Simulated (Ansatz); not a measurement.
# Preparing SnO2 (P4_2/mnm) as a host crystal

Aim: the runs on the perfect crystal SnO2 (P4_2/mnm) that a defect calculation needs first.

Program: Ansatz 0.2.0. Level of theory: plane-wave PAW DFT, PBEsol; relaxation of the host's cell and atoms; PAW set soft_1, in the first sound run; inputs show where later runs differ. Results are calculated unless marked as measured.

## 1. Set-up

The structure is tetragonal, space group P4_2/mnm (No. 136). The conventional cell has a = 4.765 Å, b = 4.765 Å, c = 3.207 Å, α = 90.00°, β = 90.00°, γ = 90.00°. Nearest to Sn lie 6 O at 2.06 to 2.07 Å. Nearest to O lie 3 Sn at 2.06 to 2.07 Å. Farther neighbours and most contacts between anions are not listed.

## 2. Host cell relaxation

Lattice and positions are set free, within the symmetry that the program keeps.

File cell/input.yaml:

```yaml
crystal:
  lattice:
    - [4.764818, 0.0, 0.0]
    - [0.0, 4.764818, 0.0]
    - [0.0, 0.0, 3.2074998]
  atoms:
    - { symbol: Sn, position: [0.5, 0.5, 0.5] }
    - { symbol: Sn, position: [0.0, 0.0, 0.0] }
    - { symbol: O, position: [0.1940277, 0.8059723, 0.5] }
    - { symbol: O, position: [0.8059723, 0.1940277, 0.5] }
    - { symbol: O, position: [0.3059723, 0.3059723, 0.0] }
    - { symbol: O, position: [0.6940277, 0.6940277, 0.0] }
basis:
  ecutwfc: 420
  xc_grid: 2
hamiltonian:
  xc: pbesol
  pseudopotentials: { kind: paw, azcp: { folder: soft_1 }, xc_functional: pbe }
kpoints:
  mp_grid: { grid: [6, 6, 9] }
scf:
  occupations: { method: fixed }
  max_iter: 100
relax:
  f_tol: 0.005
  max_steps: 60
  cell: {}
output:
  forces: true
  stress: true
checkpoint:
  write: "../cell.run"
  compress: false
  write_wavefunctions: false
  write_every: 100000
```

On the command line:

```sh
ansatz run input.yaml --threads 32 --pin off --max-ram 84787MiB --backend cuda --events-out ev --progress --plain --runs-dir out --max-vram 78GiB
```

Numbers of over 12 decimals in the logs are rounded to 6 here.

Output:

```text
[... repeated set-up lines and file paths are left out, and long positions are rounded to six places ...]
Engine: ansatz 0.2.0, aarch64-unknown-linux-gnu
Pseudopotentials: kind: paw
Pseudopotential: Sn, paw, valence charge 14, recommended cutoff 420 eV (normal), soft_1/Sn.paw.azcp
Pseudopotential: O, paw, valence charge 6, recommended cutoff 420 eV (normal), soft_1/O.paw.azcp
Functional definition: PBEsol
  exchange = pbesol_x
  correlation = pbesol_c
[...]
Crystal: 6 atoms, lattice volume = 72.821 Å³
Basis set: ecut = 420 eV, 1435 PW (Γ), exchange–correlation on 64×64×48 points (8 copies of the dense FFT grid, shifted against one another)
Bands: 32, of which v1, the nominal top of the filled ones, is band 26 counted from 1 (25 counted from 0)
Symmetry: 16 space group operations
Space group: P42/mnm (ITA 136), of the structure as read, at distance tolerance 4.2e-5 Å
k-points: 50 of 324
Non-local potential: Sn, projectors of the file, l = 0: 2, l = 1: 2, l = 2: 2, l = 3: 1
Non-local potential: O, projectors of the file, l = 0: 2, l = 1: 2, l = 2: 1
PAW form: soft (Blöchl's): semilocal exchange-correlation on the pseudo side does not see the compensation charge
PAW frozen core: Sn, regenerated for the run's functional, and the local potential with it (the file was generated under x = pbe(κ = 0.804, μ = 0.219515), c = pbe(β = 0.066725))
PAW frozen core: O, regenerated for the run's functional, and the local potential with it (the file was generated under x = pbe(κ = 0.804, μ = 0.219515), c = pbe(β = 0.066725))
PAW one-centre angular grid: Sn, 590 points (default); XC on 64 Gauss nodes
PAW one-centre angular grid: O, 110 points (default); XC on 64 Gauss nodes
Initial density: superposition of atomic densities (chi_scale 0.1, normalization cell, long waves kept (reshape's long-wave potential 0.00 eV rms))
Initial wavefunctions: pseudopotential atomic-orbital guess
[...]
Functional: x = pbesol(κ = 0.804, μ = 0.123457), c = pbesol(β = 0.046)
SCF iter   1: F=—  HF=-14143.802544 eV  |Δ(HF+E_count)|=         —  Δρ=6.92e-2  dr2=2.57e0  Hψ=6253
preconditioner: auto → Resta (q_TF=auto, 2.579 Å⁻¹)  ε∞=3.5  [insulator: Δε(μ)=1.325 eV  Ē_g=19.864 eV  n_scr=18 (ndim 8)  ℏωp=31.4 eV  f_vac=0.000  ε∞_Penn≈3.5]
SCF iter   2: F=—  HF=-14143.302944 eV  |Δ(HF+E_count)|=   5.00e-1  Δρ=3.50e-2  dr2=4.57e-1  Hψ=3383
SCF iter   3: F=—  HF=-14143.241614 eV  |Δ(HF+E_count)|=   6.13e-2  Δρ=1.03e-2  dr2=7.14e-2  Hψ=2375
automatic band count: iteration 3 solves 30 bands in place of 32: the levels show a gap, and the empty bands left out lie too high to hold charge; the band table lists the bands solved (type scf.n_extra_bands for more)
SCF iter   4: F=—  HF=-14143.235077 eV  |Δ(HF+E_count)|=   6.54e-3  Δρ=1.92e-3  dr2=2.06e-3  Hψ=2158
[...]
SCF iter   8: F=-14143.236967 eV  HF=-14143.236967 eV  |Δ(HF+E_count)|=   1.22e-7  Δρ=2.34e-6  dr2=3.57e-9  Hψ=5650
SCF 1 converged in 8 iterations: F = -14143.236967 eV  dr2 = 3.57e-9
  greatest PAW one-centre occupation: 0.997 electrons in one spin orbital (limit 2), on the Sn atom at site 0 (counted from 0), in its partial waves of l = 2
relax step   1: F+E_penalty+E_count = -14143.23696716 eV  Δ(F+E_penalty+E_count) = +0.000e0 eV  max|allowed force component| = 2.593e-2 eV/Å  Δτ_max = 0.0000 Å  P = +0.508 GPa  Ω = 72.821 Å³  (8 SCF iters, dr2 threshold 1.00e-7 eV, accepted)
[... the SCF cycles and remarks between the steps are left out from here to the last step ...]
relax step   2: F+E_penalty+E_count = -14143.23694322 eV  Δ(F+E_penalty+E_count) = +2.394e-5 eV  max|allowed force component| = 5.616e-3 eV/Å  Δτ_max = 0.0027 Å  P = +0.022 GPa  Ω = 72.990 Å³  energy of the carried Pulay correction = -4.132e-4 eV  (4 SCF iters, dr2 threshold 6.00e-7 eV, accepted)
relax step   3: F+E_penalty+E_count = -14143.23698640 eV  Δ(F+E_penalty+E_count) = -4.319e-5 eV  max|allowed force component| = 4.621e-3 eV/Å  Δτ_max = 0.0008 Å  P = -0.002 GPa  Ω = 73.008 Å³  energy of the carried Pulay correction = -4.569e-4 eV  (3 SCF iters, dr2 threshold 9.94e-8 eV, accepted)
relax step   4: F+E_penalty+E_count = -14143.23698161 eV  Δ(F+E_penalty+E_count) = +4.791e-6 eV  max|allowed force component| = 2.709e-3 eV/Å  Δτ_max = 0.0001 Å  P = -0.003 GPa  Ω = 73.013 Å³  energy of the carried Pulay correction = -4.695e-4 eV  (3 SCF iters, dr2 threshold 1.13e-8 eV, accepted)
[...]
iter 1 solved again at ethr=2.30e-8 eV; its pass at ethr=3.10e-3 eV (dr2=1.20e-5 eV) is discarded
SCF iter   1: F=—  HF=-14143.237307 eV  |Δ(HF+E_count)|=         —  Δρ=3.16e-5  dr2=4.72e-8  Hψ=11182
[...]
SCF iter   2: F=—  HF=-14143.237446 eV  |Δ(HF+E_count)|=   1.40e-4  Δρ=1.56e-5  dr2=1.09e-8  Hψ=2932
SCF iter   3: F=—  HF=-14143.237447 eV  |Δ(HF+E_count)|=   7.71e-7  Δρ=3.50e-6  dr2=7.31e-10  Hψ=1996
SCF iter   4: F=-14143.237447 eV  HF=-14143.237447 eV  |Δ(HF+E_count)|=   3.44e-8  Δρ=2.71e-7  dr2=2.52e-11  Hψ=10097
SCF 5 converged in 4 iterations: F = -14143.237447 eV  dr2 = 2.52e-11
relax step   5: F+E_penalty+E_count = -14143.23744719 eV  Δ(F+E_penalty+E_count) = -4.656e-4 eV  max|allowed force component| = 2.716e-3 eV/Å  Δτ_max = 0.0000 Å  P = +0.011 GPa  Ω = 73.013 Å³  stress off target by 3.40e-2 GPa  SCF on the basis re-selected at this cell (its energy is not comparable with the rows above)  (4 SCF iters)
basis re-selected at this cell: Δ(F+E_penalty+E_count) = -4.656e-4 eV, ΔP = +0.013 GPa vs the last step (what re-selecting the basis moved, of the pressure what is left beyond the Pulay correction that the steps carried, after the strain that the cell walked [...]
SCF converged after 4 iterations
Free energy (F): -14143.237447 eV
Harris-Foulkes:  -14143.237447 eV  (|F-HF|=1.07e-10)
Internal energy: -14143.237447 eV  (E = F + TS)
E sigma→0 (E₀):  -14143.237447 eV
Fermi energy:    9.130906 eV
--- Per-component energies (eV) ---
  E_band       = -133.811509
  E_kinetic    = 1015.120365
  E_local      = -3198.456364  (includes V_loc(G=0)·N_el)
  E_nonlocal   = 505.972971
  E_hartree    = 1449.202269
  E_xc         = -530.120326
  E_vxc        = -521.862761  (∫ρ·V_xc dr)
  E_paw        = -9229.311581  (= ΣΔE_a)
  E_vpaw       = -832.994282  (= ΣTr[D̂ρ^β])
  E_aug_tail   = 0.003906  (compensation charges beyond the density's cutoff)
  E_ewald      = -4156.359518
  E_core_change = 0.710831  (= ΣΔE_core)
  E_smearing   = -0.000000  (= −TS)
  E_closure    = -0.000000  (closes the sum)
  Σ components = -14143.237447   (vs F -14143.237447, Δ=0.00e0)
--- Forces (eV/Å), atoms counted from 1 ---
  atom   1  Sn     0.00000000     0.00000000     0.00000000
  atom   2  Sn     0.00000000     0.00000000     0.00000000
  atom   3  O     -0.00271553     0.00271553     0.00000000
  atom   4  O      0.00271553    -0.00271553     0.00000000
  atom   5  O      0.00271553     0.00271553     0.00000000
  atom   6  O     -0.00271553    -0.00271553     0.00000000
  max |Σ_I F_I| component: 1.73e-18 eV/Å
--- Stress (GPa, compression-positive) ---
        0.033016       0.000000       0.000000
        0.000000       0.033016       0.000000
        0.000000       0.000000      -0.034006
  P = ⅓ Tr σ = 0.0107 GPa (0.107 kbar)
--- Band table (eV; the first three rows and the last of 50) ---
  k-point 0: bands = ["-11.8868", "-11.1467", "-10.8980", "-10.8743", "-10.8743", "-10.7984", "-10.7537", "-10.6698", "-10.6413", [... rest cut ...]
  k-point 1: bands = ["-11.8302", "-11.0793", "-10.9864", "-10.9864", "-10.8765", "-10.8087", "-10.7490", "-10.6702", "-10.6574", [... rest cut ...]
--- Relaxed structure (4 steps of the walk, 4 accepted, 1 SCFs on fresh bases) ---
  F+E_penalty+E_count = -14143.23744719 eV   max|allowed force component| = 2.716e-3 eV/Å   (the final SCF, on the basis selected at the relaxed cell)
  cell:  # Å, volume = 73.0131 Å³
    - [4.767812, 0, 0.0]
    - [0, 4.767812, 0.0]
    - [0.0, 0.0, 3.211903]
  atoms:
    - { symbol: Sn, position: [0.500000, 0.500000, 0.500000] }
    - { symbol: Sn, position: [0, 0, 0.0] }
    - { symbol: O, position: [0.193728, 0.806272, 0.500000] }
    - { symbol: O, position: [0.806272, 0.193728, 0.500000] }
    - { symbol: O, position: [0.306272, 0.306272, 0.0] }
    - { symbol: O, position: [0.693728, 0.693728, 0.0] }
```

The job ended after 3 s (1 × NVIDIA GB200 with 32 threads of Arm Neoverse V2, shared host; peak memory 1 GiB; 8.7 s of CPU time).

The steps of the relaxation:

```csv
step,energy less that of the first step (eV),largest force component (eV/Å),pressure (GPa),volume (Å³)
1,0.0000,0.0259,0.51,72.82
2,0.0000,0.0056,0.02,72.99
3,0.0000,0.0046,0.00,73.01
4,0.0000,0.0027,0.00,73.01
5*,-0.0005,0.0027,0.01,73.01
```

Relaxation steps marked * repeat the geometry before them on a plane-wave basis chosen anew for their cell, so energy and pressure can jump there.

Forces are held to the 16 operations that the run works with; a distortion that breaks them can't arise in this run.

| conventional cell, symmetrised | before | after | change |
| --- | --- | --- | --- |
| a (Å) | 4.765 | 4.768 | +0.1 % |
| b (Å) | 4.765 | 4.768 | +0.1 % |
| c (Å) | 3.207 | 3.212 | +0.1 % |
| volume (Å³/atom) | 12.14 | 12.17 | +0.3 % |

Numbers from this step:

```yaml
pressure: 0.01068 GPa
```

## 3. Dielectric tensors of the host

The response to a uniform electric field gives the electronic dielectric tensor.

This step: plane-wave PAW DFPT, PBEsol; dielectric tensors, Born charges and zone-centre modes of the host; PAW set soft_1 (Ansatz 0.2.0).

File eps/input.yaml:

```yaml
crystal:
  lattice:
    - [4.7678118222, 0.0, 0.0]
    - [0.0, 4.7678118222, 0.0]
    - [0.0, 0.0, 3.2119026566]
  atoms:
    - { symbol: Sn, position: [0.5, 0.5, 0.5] }
    - { symbol: Sn, position: [0.0, 0.0, 0.0] }
    - { symbol: O, position: [0.193727843, 0.806272157, 0.5] }
    - { symbol: O, position: [0.806272157, 0.193727843, 0.5] }
    - { symbol: O, position: [0.306272157, 0.306272157, 0.0] }
    - { symbol: O, position: [0.693727843, 0.693727843, 0.0] }
basis:
  ecutwfc: 420
hamiltonian:
  xc: pbesol
  pseudopotentials: { kind: paw, azcp: { folder: soft_1 }, xc_functional: pbe }
kpoints:
  mp_grid: { grid: [5, 5, 7] }
scf:
  occupations: { method: fixed }
  max_iter: 100
phonons:
  method: dfpt
  dielectric: true
  rigid_motions: translations
```

Output:

```text
[...]
Crystal: 6 atoms, lattice volume = 73.013 Å³
Basis set: ecut = 420 eV, 1435 PW (Γ), exchange–correlation on 64×64×48 points (8 copies of the dense FFT grid, shifted against one another)
Bands: 32, of which v1, the nominal top of the filled ones, is band 26 counted from 1 (25 counted from 0)
Symmetry: 16 space group operations
k-points: 88 of 175 (irreducible under 1 space group operation, time reversal used)
[...]
SCF iter   1: F=—  HF=-14143.798405 eV  |Δ(HF+E_count)|=         —  Δρ=6.90e-2  dr2=2.55e0  Hψ=10900
[...]
SCF iter   2: F=—  HF=-14143.303003 eV  |Δ(HF+E_count)|=   4.95e-1  Δρ=3.49e-2  dr2=4.57e-1  Hψ=5946
[...]
SCF iter  10: F=-14143.237194 eV  HF=-14143.237194 eV  |Δ(HF+E_count)|=  9.46e-11  Δρ=7.13e-8  dr2=1.97e-12  Hψ=19266
SCF 1 converged in 10 iterations: F = -14143.237194 eV  dr2 = 1.97e-12
[...]
the response reads at least the filled bands of the reference SCF and the lowest empty band at each k-point, and that SCF's band table does not vouch for those bands. The notice of the band table in this run's record says why
[...]
NSCF: frozen V_eff on 1 k-points
[...]
NSCF: frozen V_eff on 24 k-points, pencils in batches of 32, up to order 128
[...]
DFPT response loops at q = (0, 0, 0) (fractional): preconditioner auto → Resta (q_TF=auto, 2.578 Å⁻¹)  ε∞=8.1 (no band partly filled); β = 1.00, the filter's whole step (`scf.mixing.beta` (0.50) is not read by the response loops at its default; [...]
[...]
DFPT response loops at Γ: preconditioner auto → Resta (q_TF=auto, 2.578 Å⁻¹)  ε∞=8.1 (no band partly filled); β = 1.00, the filter's whole step (`scf.mixing.beta` (0.50) is not read by the response loops at its default; [...]
── the response to a field inside a basis, on 8×8×12 k-points: an SCF that follows is theirs, and a resumed run solves both again ──
[...]
Bands: 27, of which v1, the nominal top of the filled ones, is band 26 counted from 1 (25 counted from 0)
k-points: 60 of 768
[...]
Eigensolver: Dense (60 Hₖ)
[...]
SCF 1 converged in 4 iterations: F = -14143.141844 eV  dr2 = 6.75e-8
[...]
SCF converged after 10 iterations
[...]
--- Phonons (Γ-DFPT): 4 representative perturbations + reference (Σ response iterations 21) ---
  k mesh reduced under 1 symmetry operation, with k and −k counted as one. Each operation leaves every solved perturbation unchanged. A smaller set is not considered because the run solves the response to a homogeneous field
  ASR residual: 2.762e-5 → 0.000e0 eV/Å²; symmetrization residual: 2.592e-10 eV/Å²
  ASR residual per site (eV/Å²): 1.56e-5 1.56e-5 2.76e-5 2.76e-5 2.76e-5 2.76e-5
  Γ frequencies (cm⁻¹): 0.00 0.00 0.00 103.68 143.31 219.69 219.69 271.47 271.47 341.94 447.68 453.43 453.43 545.01 575.67 575.67 607.03 732.51
  ε∞ (high-frequency dielectric tensor):
        4.598334     0.000000     0.000000
        0.000000     4.598334     0.000000
        0.000000     0.000000     4.907023
  ε⁰ (static dielectric tensor: ions relaxed, cell fixed):
       13.480646    -0.000000     0.000000
       -0.000000    13.480646     0.000000
        0.000000     0.000000    10.415323
  ε⁰ − ε∞ (ionic part):
        8.882312    -0.000000     0.000000
       -0.000000     8.882312     0.000000
        0.000000     0.000000     5.508300
  softest optical mode at Γ: 103.68 cm⁻¹; the repairs (sum rule, projections) moved no ω² at Γ by more than (0.73 cm⁻¹)²
  Born effective charges Z* (e; rows j = field, columns β = displacement):
    site 0:
         4.13426   -0.49167    0.00000
        -0.49167    4.13426    0.00000
         0.00000    0.00000    4.54350
    site 1:
         4.13426    0.49167    0.00000
         0.49167    4.13426    0.00000
         0.00000    0.00000    4.54350
    site 2:
        -2.06713    0.75985   -0.00000
         0.75985   -2.06713   -0.00000
        -0.00000   -0.00000   -2.27175
    site 3:
        -2.06713    0.75985   -0.00000
         0.75985   -2.06713   -0.00000
        -0.00000   -0.00000   -2.27175
    site 4:
        -2.06713   -0.75985   -0.00000
        -0.75985   -2.06713   -0.00000
        -0.00000   -0.00000   -2.27175
    site 5:
        -2.06713   -0.75985   -0.00000
        -0.75985   -2.06713   -0.00000
        -0.00000   -0.00000   -2.27175
  Z* charge neutrality: 1.131e-2 e pre-enforcement
  solved inside a basis spanned on kpoints, on 8×8×12 k-points, its susceptibility summed on 10×10×14: ε∞ is read to err by 2.6e-2, Z* by 3.2e-2 e (field_mesh: kpoints solves on kpoints); Z* is corrected for what the basis lacks
  optical modes at Γ without the LO–TO term, one row a degenerate level:
      ω (cm⁻¹)  modes    IR ((D/Å)²/amu)
        103.68      1             0.0000
        143.31      1             0.0000
        219.69      2            19.6146
        271.47      2             4.8726
        341.94      1             0.0000
        447.68      1            37.7920
        453.43      2             0.0000
        545.01      1             0.0000
        575.67      2            44.9427
        607.03      1             0.0000
        732.51      1             0.0000
  optical modes at Γ + LO–TO along q̂ = [1.0000, 0.0000, 0.0000]:
      ω (cm⁻¹)  modes    IR ((D/Å)²/amu)
        103.68      1             0.0000
        143.31      1             0.0000
[...]
optical modes at Γ + LO–TO along q̂ = [0.0000, 1.0000, 0.0000]:
      ω (cm⁻¹)  modes    IR ((D/Å)²/amu)
[...]
732.51      1             0.0000
  optical modes at Γ + LO–TO along q̂ = [0.0000, 0.0000, 1.0000]:
      ω (cm⁻¹)  modes    IR ((D/Å)²/amu)
        103.68      1             0.0000
        143.31      1             0.0000
        219.69      2            19.6146
        271.47      2             4.8726
        341.94      1             0.0000
        453.43      2             0.0000
        545.01      1             0.0000
        575.67      2            44.9427
        607.03      1             0.0000
        652.23      1            37.7920
        732.51      1             0.0000
```

Run time: 12 s. Hardware: 1 × NVIDIA GB200 with 32 threads; peak memory 1.9 GiB.

Electronic dielectric tensor:

```
4.60 0.00 0.00
0.00 4.60 0.00
0.00 0.00 4.91
```

Static dielectric tensor:

```
13.48  0.00  0.00
 0.00 13.48  0.00
 0.00  0.00 10.42
```

The principal values of the electronic dielectric tensor are 4.60, 4.60 and 4.91. The principal values of the static dielectric tensor are 10.42, 13.48 and 13.48.

[end of part 1 of 2]

[Logs are printed without paths, hosts, clocks, repeated set-up lines and the standing remarks that a program may print on its own settings, such as how far it seeks lower states.]

[Hosts, paths, dates, database ids (printed as entryN), source tags and the programs' standing remarks are cut or masked in the printed files.]

[Runs of the host that timed out are not shown.]

[For some hosts the program warned that the k-mesh of the response run may be too coarse for force constants and the static dielectric constant; such warnings are not always shown.]

[The program warned that the k-mesh of a response run behind this text may be too coarse: force constants, and the static dielectric constant and all else formed from them, are not shown converged.]
